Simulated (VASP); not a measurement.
# Nd (Im-3m) in VASP: notebook

One crystal, Nd, is run at these levels: PBE; tasks: single point.

Program: VASP 6.6.1. These are calculated values, not measurements. Logs are shortened: lines on timing, memory, paths and dates and some standing lists are left out, and cuts for length are marked.

## 1. The crystal as given

Symmetry: Im-3m, No. 229, cubic system. Conventional cell: a = 4.151 Å, b = 4.151 Å, c = 4.151 Å, α = 90.00°, β = 90.00°, γ = 90.00°. Nd (site symmetry m-3m) has 8 Nd at 3.59 Å as nearest neighbours.

This isn't the form of Nd at room conditions, which is double hcp.

## 2. Single point, PBE, collinear spin, ferromagnetic start

INCAR reads:

```
SYSTEM = Nd
  ADDGRID = .False.
  ALGO = Normal
  EDIFF = 1E-6
  ENCUT = 400
  GGA = PE
  ISIF = 2
  ISMEAR = -1
  ISPIN = 2
  LASPH = .True.
  LCHARG = .False.
  LMAXMIX = 6
  LORBIT = 11
  LREAL = .False.
  LWAVE = .False.
  MAGMOM = 3
  NBANDS = 16
  NELM = 100
  PREC = Accurate
  SIGMA = 0.1
```

KPOINTS reads:

```
k-points
0
Gamma
  5 5 5
  0 0 0
```

POSCAR reads:

```
Nd
1.0
   -2.0754700287      2.0754700287      2.0754700287
    2.0754700287     -2.0754700287      2.0754700287
    2.0754700287      2.0754700287     -2.0754700287
Nd
1
Direct
    0.0000000000      0.0000000000      0.0000000000
```

Potentials or basis: VASP PAW PBE potentials, release 64 (Nd_3), 4f in core.

On the command line:

```sh
$ cat potpaw_PBE.64/Nd_3/POTCAR > POTCAR
$ mpirun -np 1 vasp_std > vasp.out
```

OUTCAR:

```text
SYSTEM = Nd
   EDIFF = 1E-6
   ENCUT = 400
   GGA = PE
   ISIF = 2
   ISMEAR = -1
   ISPIN = 2
   LASPH = .True.
   LORBIT = 11
   LREAL = .False.
   NELM = 100
   PREC = Accurate

 Found     10 irreducible k-points:

 Following reciprocal coordinates:
            Coordinates               Weight
  0.000000  0.000000  0.000000      1.000000
  0.200000  0.000000  0.000000     12.000000
  0.400000  0.000000  0.000000     12.000000
  0.200000  0.200000  0.000000     24.000000
  0.400000  0.200000  0.000000     24.000000
  0.200000  0.200000  0.200000      8.000000
   k-points           NKPTS =     10   k-points in BZ     NKDIM =     10   number of bands    NBANDS=     16
   number of dos      NEDOS =    301   number of ions     NIONS =      1
   total plane-waves  NPLWV =  13824
   dimension x,y,z NGX =    24 NGY =   24 NGZ =   24
   dimension x,y,z NGXF=    48 NGYF=   48 NGZF=   48
   ions per type =               1
   NGX,Y,Z   is equivalent  to a cutoff of  11.10, 11.10, 11.10 a.u.
   NGXF,Y,Z  is equivalent  to a cutoff of  22.20, 22.20, 22.20 a.u.
 SYSTEM =  Nd
   PREC   = accura    normal or accurate (medium, high low for compatibility)
   ISTART =      0    job   : 0-new  1-cont  2-samecut
   ICHARG =      2    charge: 1-file 2-atom 10-const
   ISPIN  =      2    spin polarized calculation?
   LNONCOLLINEAR =      F non collinear calculations
   LSORBIT =      F    spin-orbit coupling
   LASPH  =      T    aspherical Exc in radial PAW
   ENCUT  =  400.0 eV  29.40 Ry    5.42 a.u.   5.86  5.86  5.86*2*pi/ulx,y,z
   NELM   =    100;   NELMIN=  2; NELMDL= -5     # of ELM steps
   EDIFF  = 0.1E-05   stopping-criterion for ELM
   LREAL  =      F    real-space projection
   EDIFFG = 0.1E-04   stopping-criterion for IOM
   NSW    =      0    number of steps for IOM
   IBRION =     -1    ionic relax: 0-MD 1-quasi-New 2-CG
   NFREE  =      0    steps in history (QN), initial steepest desc. (CG)
   ISIF   =      2    stress and relaxation
   ISYM   =      2    0-nonsym 1-usesym 2-fastsym
   POTIM  = 0.5000    time-step for ionic-motion
   TEBEG  =    0.0;   TEEND  =   0.0 temperature during run
   PSTRESS=    0.0 pullay stress
   NELECT =      11.0000    total number of electrons
   NUPDOWN=      -1.0000    fix difference up-down
   EMIN   =  10.00;   EMAX   =-10.00  energy-range for DOS
   EFERMI =   0.00;   METHOD = LEGACY
   ISMEAR =    -1;   SIGMA  =   0.10  broadening in eV -4-tet -1-fermi 0-gaus
   EFERMI_NEDOS =   21; number of points for ismear=-14 and -15
   IALGO  =     38    algorithm
   IMIX   =      4    mixing-type and parameters
     AMIX     =   0.40;   BMIX     =  1.00
     AMIX_MAG =   1.60;   BMIX_MAG =  1.00
  volume/ion in A,a.u.               =      35.76       241.33
  Fermi-wavevector in a.u.,A,eV,Ry     =   1.105103  2.088341 16.616139  1.221252
  Thomas-Fermi vector in A             =   2.241585
   LORBIT       =     11    0 simple, 1 ext, 2 COOP (PROOUT), +10 PAW based schemes
   GGA     = PE    functional components
   LHFCALC =     F    Hartree Fock is set to
   AEXX    =    0.0000 exact exchange contribution
   IVDW    =     0    specifies the selected vdW correction
   LEPSILON=     F    determine dielectric tensor
   LRPA    =     F    only Hartree local field effects (RPA)
 spin polarized calculation
  energy-cutoff  :      400.00
  volume of cell :       35.76
 maximum number of plane-waves:       658
   NGX = 11   NGY = 11   NGZ = 11

 number of electron      11.0000000 magnetization       0.6873302

 Free energy of the ion-electron system (eV)
  ---------------------------------------------------
  ext. energy  EPLUGINS =         0.00000000
  ---------------------------------------------------
  free energy    TOTEN  =        -4.59140615 eV

  energy without entropy =       -4.52844953  energy(sigma->0) =       -4.55992784

 E-fermi :   3.3373     XC(G=0):  -9.5850

 val. band max:        3.2135612683   @ k =   0.2000   0.2000   0.0000
 cond. band min:       3.4769701330   @ k =  -0.4000   0.4000   0.2000
 fundamental gap:      0.2634088647
 Fermi energy:         3.3372954479

 spin component 1

 k-point     1 :       0.0000    0.0000    0.0000
  band No.  band energies     occupation
      1     -34.7467      1.00000
      2     -15.3969      1.00000
      3     -15.3969      1.00000
      4     -15.3969      1.00000
      5      -0.8624      1.00000
      6       4.5581      0.00000
[... 8 lines left out ...]
     15      20.4299      0.00000
     16      22.1151      0.00000

 k-point     2 :       0.2000    0.0000    0.0000
  band No.  band energies     occupation
      1     -34.7050      1.00000
      2     -15.7619      1.00000
      3     -15.5085      1.00000
      4     -15.4000      1.00000
      5       0.1793      1.00000
      6       3.8768      0.00452
[... 8 lines left out ...]
     15      17.9070      0.00000
     16      20.7918      0.00000

 k-point     3 :       0.4000    0.0000    0.0000
  band No.  band energies     occupation
      1     -34.6366      1.00000
      2     -16.2989      1.00000
      3     -15.6818      1.00000
      4     -15.4054      1.00000
      5       1.1512      1.00000
      6       3.0599      0.94125
[... 8 lines left out ...]
     15      18.9167      0.00000
     16      19.5566      0.00000

 k-point     4 :       0.2000    0.2000    0.0000
  band No.  band energies     occupation
      1     -34.6498      1.00000
      2     -16.1199      1.00000
      3     -15.6701      1.00000
      4     -15.4775      1.00000
      5       1.5478      1.00000
      6       3.2136      0.77510
[... 8 lines left out ...]
     15      18.9032      0.00000
     16      21.3787      0.00000

 k-point     5 :       0.4000    0.2000    0.0000
  band No.  band energies     occupation
      1     -34.6154      1.00000
      2     -16.2681      1.00000
      3     -15.8580      1.00000
      4     -15.4999      1.00000
      5       1.8929      1.00000
      6       3.0635      0.93921
[... 8 lines left out ...]
     15      18.4218      0.00000
     16      21.1544      0.00000

 k-point     6 :       0.2000    0.2000    0.2000
  band No.  band energies     occupation
      1     -34.6216      1.00000
      2     -16.1461      1.00000
      3     -15.7390      1.00000
      4     -15.7390      1.00000
      5       3.0061      0.96485
      6       3.0061      0.96485
[... 8 lines left out ...]
     15      19.5226      0.00000
     16      20.6804      0.00000

 [... further k-points ...]

 spin component 2

 k-point     1 :       0.0000    0.0000    0.0000
  band No.  band energies     occupation
      1     -34.5987      1.00000
      2     -15.2102      1.00000
      3     -15.2102      1.00000
      4     -15.2102      1.00000
      5      -0.3285      1.00000
      6       5.0011      0.00000
[... 8 lines left out ...]
     15      20.8791      0.00000
     16      22.5291      0.00000

 k-point     2 :       0.2000    0.0000    0.0000
  band No.  band energies     occupation
      1     -34.5584      1.00000
      2     -15.5608      1.00000
      3     -15.3175      1.00000
      4     -15.2135      1.00000
      5       0.7038      1.00000
      6       4.3371      0.00005
[... 8 lines left out ...]
     15      18.3859      0.00000
     16      21.2398      0.00000

 k-point     3 :       0.4000    0.0000    0.0000
  band No.  band energies     occupation
      1     -34.4924      1.00000
      2     -16.0790      1.00000
      3     -15.4844      1.00000
      4     -15.2191      1.00000
      5       1.6414      1.00000
      6       3.5347      0.12200
[... 8 lines left out ...]
     15      19.4482      0.00000
     16      20.0613      0.00000

 k-point     4 :       0.2000    0.2000    0.0000
  band No.  band energies     occupation
      1     -34.5051      1.00000
      2     -15.9061      1.00000
      3     -15.4730      1.00000
      4     -15.2881      1.00000
      5       2.0559      1.00000
      6       3.6571      0.03923
[... 8 lines left out ...]
     15      19.4056      0.00000
     16      21.8807      0.00000

 k-point     5 :       0.4000    0.2000    0.0000
  band No.  band energies     occupation
      1     -34.4718      1.00000
      2     -16.0493      1.00000
      3     -15.6539      1.00000
      4     -15.3098      1.00000
      5       2.3732      0.99994
      6       3.5320      0.12491
[... 8 lines left out ...]
     15      18.9024      0.00000
     16      21.6594      0.00000

 k-point     6 :       0.2000    0.2000    0.2000
  band No.  band energies     occupation
      1     -34.4779      1.00000
      2     -15.9317      1.00000
      3     -15.5396      1.00000
      4     -15.5396      1.00000
      5       3.4817      0.19094
      6       3.4817      0.19094
[... 8 lines left out ...]
     15      20.0596      0.00000
     16      21.2256      0.00000

 [... further k-points ...]
[... 5 lines left out ...]
  --------------------------------------------------------------------------------------
  -------------------------------------------------------------------------------------
  Total        0.1195948      0.1195948      0.1195948      0.0000000     -0.0000000      0.0000000
  in kB        5.3581339      5.3581339      5.3581339      0.0000000     -0.0000000      0.0000000
  external PRESSURE =       5.3581339 kB  Pullay stress =       0.0000000 kB

 VOLUME and BASIS-vectors are now :
 -----------------------------------------------------------------------------
  energy-cutoff  :      400.00
  volume of cell :       35.76
      direct lattice vectors                 reciprocal lattice vectors
    -2.075470029  2.075470029  2.075470029     0.000000000  0.240909285  0.240909285
     2.075470029 -2.075470029  2.075470029     0.240909285  0.000000000  0.240909285
     2.075470029  2.075470029 -2.075470029     0.240909285  0.240909285  0.000000000

 POSITION                                       TOTAL-FORCE (eV/Angst)
 -----------------------------------------------------------------------------------
      0.00000      0.00000      0.00000        -0.000000      0.000000     -0.000000
 -----------------------------------------------------------------------------------
    total drift:                                0.000000      0.000000     -0.000000

  FREE ENERGIE OF THE ION-ELECTRON SYSTEM (eV)
  ---------------------------------------------------
  free  energy   TOTEN  =        -4.5914061469 eV

  energy  without entropy=       -4.5284495274  energy(sigma->0) =       -4.55992784

 total charge

# of ion       s       p       d       tot
------------------------------------------
    1        2.152   5.779   0.945   8.876

 magnetization (x)

# of ion       s       p       d       tot
------------------------------------------
    1        0.005   0.023   0.289   0.316
```

It took 9.1 s on 1 thread of Intel Xeon Platinum 8488C (Sapphire Rapids), shared host; peak memory 0.14 GiB.

These settings aren't checked as converged: the numbers below hold their error.

What came out:

| Quantity | Value |
| --- | --- |
| Free energy | -4.5914 eV |
| Pressure | 0.5 GPa |
| Band gap on the k mesh | none (metal or under the smearing width) |
| Net moment | 0.69 μB per cell |
| Site moments | Nd +0.32 μB |
| Valence electrons inside the program's atomic spheres | Nd 8.88 |

Caveat: the k mesh is coarse (spacing up to 0.43 Å⁻¹), so the values aren't converged; the magnetic or orbital state may not be the lowest; spin-orbit coupling is left out, which moves the levels of the heavy elements; the 4f electrons are frozen in the core as for a trivalent ion, so they carry no moment and show no levels.

## 3. Single point, PBE, collinear spin, ferromagnetic start

Edit INCAR of step 2 so:

```diff
@@ -4,3 +4,3 @@
   EDIFF = 1E-6
-  ENCUT = 400
+  ENCUT = 650
   GGA = PE
```

KPOINTS reads:

```
k-points
0
Gamma
  4 4 4
  0 0 0
```

POSCAR is that of step 2.

Potentials or basis: VASP PAW PBE potentials, release 64 (Nd_3), 4f in core.

On the command line:

```sh
$ cat potpaw_PBE.64/Nd_3/POTCAR > POTCAR
$ mpirun -np 1 vasp_std > vasp.out
```

OUTCAR:

```text
SYSTEM = Nd
   EDIFF = 1E-6
   ENCUT = 650
   GGA = PE
   ISIF = 2
   ISMEAR = -1
   ISPIN = 2
   LASPH = .True.
   LORBIT = 11
   LREAL = .False.
   NELM = 100
   PREC = Accurate

 Found      8 irreducible k-points:

 Following reciprocal coordinates:
            Coordinates               Weight
  0.000000  0.000000  0.000000      1.000000
  0.250000  0.000000  0.000000     12.000000
  0.500000  0.000000  0.000000      6.000000
  0.250000  0.250000  0.000000     24.000000
  0.250000  0.250000  0.250000      2.000000
 -0.250000  0.250000  0.250000      6.000000
   k-points           NKPTS =      8   k-points in BZ     NKDIM =      8   number of bands    NBANDS=     16
   number of dos      NEDOS =    301   number of ions     NIONS =      1
   total plane-waves  NPLWV =  27000
   dimension x,y,z NGX =    30 NGY =   30 NGZ =   30
   dimension x,y,z NGXF=    60 NGYF=   60 NGZF=   60
   ions per type =               1
   NGX,Y,Z   is equivalent  to a cutoff of  13.87, 13.87, 13.87 a.u.
   NGXF,Y,Z  is equivalent  to a cutoff of  27.75, 27.75, 27.75 a.u.
 SYSTEM =  Nd
   PREC   = accura    normal or accurate (medium, high low for compatibility)
   ISTART =      0    job   : 0-new  1-cont  2-samecut
   ICHARG =      2    charge: 1-file 2-atom 10-const
   ISPIN  =      2    spin polarized calculation?
[... 186 lines left out ...]
      2     -15.3217      1.00000
      3     -15.3217      1.00000
      4     -15.3217      1.00000
      5      -0.6122      1.00000
      6       4.7644      0.00000
[... 91 lines left out ...]
      3     -15.6499      1.00000
      4     -15.6499      1.00000
      5       2.0221      1.00000
      6       3.4089      0.21678
[... 8 lines left out ...]
     15      19.4928      0.00000
     16      19.4928      0.00000

 [... further k-points ...]

------------------------ aborting loop because EDIFF is reached ----------------------------------------

  FORCE on cell =-STRESS in cart. coord.  units (eV):
  Direction    XX          YY          ZZ          XY          YZ          ZX
  --------------------------------------------------------------------------------------
  -------------------------------------------------------------------------------------
  Total        0.0855706      0.0855706      0.0855706      0.0000000     -0.0000000      0.0000000
  in kB        3.8337669      3.8337669      3.8337669      0.0000000     -0.0000000      0.0000000
  external PRESSURE =       3.8337669 kB  Pullay stress =       0.0000000 kB

 VOLUME and BASIS-vectors are now :
 -----------------------------------------------------------------------------
  energy-cutoff  :      650.00
  volume of cell :       35.76
      direct lattice vectors                 reciprocal lattice vectors
    -2.075470029  2.075470029  2.075470029     0.000000000  0.240909285  0.240909285
     2.075470029 -2.075470029  2.075470029     0.240909285  0.000000000  0.240909285
     2.075470029  2.075470029 -2.075470029     0.240909285  0.240909285  0.000000000

 POSITION                                       TOTAL-FORCE (eV/Angst)
 -----------------------------------------------------------------------------------
      0.00000      0.00000      0.00000         0.000000      0.000000     -0.000000
 -----------------------------------------------------------------------------------
    total drift:                               -0.000000     -0.000000      0.000000

  FREE ENERGIE OF THE ION-ELECTRON SYSTEM (eV)
  ---------------------------------------------------
  free  energy   TOTEN  =        -4.5921514812 eV

  energy  without entropy=       -4.5084093174  energy(sigma->0) =       -4.55028040

 total charge

# of ion       s       p       d       tot
------------------------------------------
    1        2.154   5.779   0.940   8.872

 magnetization (x)

# of ion       s       p       d       tot
------------------------------------------
    1       -0.000  -0.000  -0.001  -0.001
```

stdout:

```text
POSCAR found type information on POSCAR Nd
 POSCAR found :  1 types and       1 ions
 scaLAPACK will be used
 LDA part: xc-table for (Slater+PW92), standard interpolation
 POSCAR, INCAR and KPOINTS ok, starting setup
 FFT: planning ... GRIDC
 FFT: planning ... GRID_SOFT
 FFT: planning ... GRID
 WAVECAR not read
 entering main loop
```

Wall time 32 s (1 thread of Intel Xeon Platinum 8488C (Sapphire Rapids), shared host); peak memory 0.18 GiB.

These settings aren't checked as converged: the numbers below hold their error.

What came out:

```yaml
Free_energy: -4.5922 eV
Pressure: 0.4 GPa
Band_gap_on_the_k_mesh: none (metal or under the smearing width)
Net_moment: 0.00 μB per cell
Valence_electrons_inside_the_program's_atomic_spheres: Nd 8.87
```

Caveat: the k mesh is coarse (spacing up to 0.54 Å⁻¹), so the values aren't converged; the magnetic or orbital state may not be the lowest; spin-orbit coupling is left out, which moves the levels of the heavy elements; the 4f electrons are frozen in the core as for a trivalent ion, so they carry no moment and show no levels.

## 4. The reference run

An earlier run on the cell as given: functional PBE; potentials or basis VASP PAW PBE potentials, release 64 (Nd); cutoff 520 eV; k mesh 9 × 9 × 9; occupations fermi-dirac, width 0.05 eV; collinear spin, ferromagnetic start; starting moments [3.0] μB.

* Pressure: -0.1 GPa
* Band gap on the k mesh: none (metal or under the smearing width)
* Net moment: 4.08 μB per cell
* Site moments: Nd +3.37 μB
* Valence electrons inside the program's atomic spheres: Nd 11.23
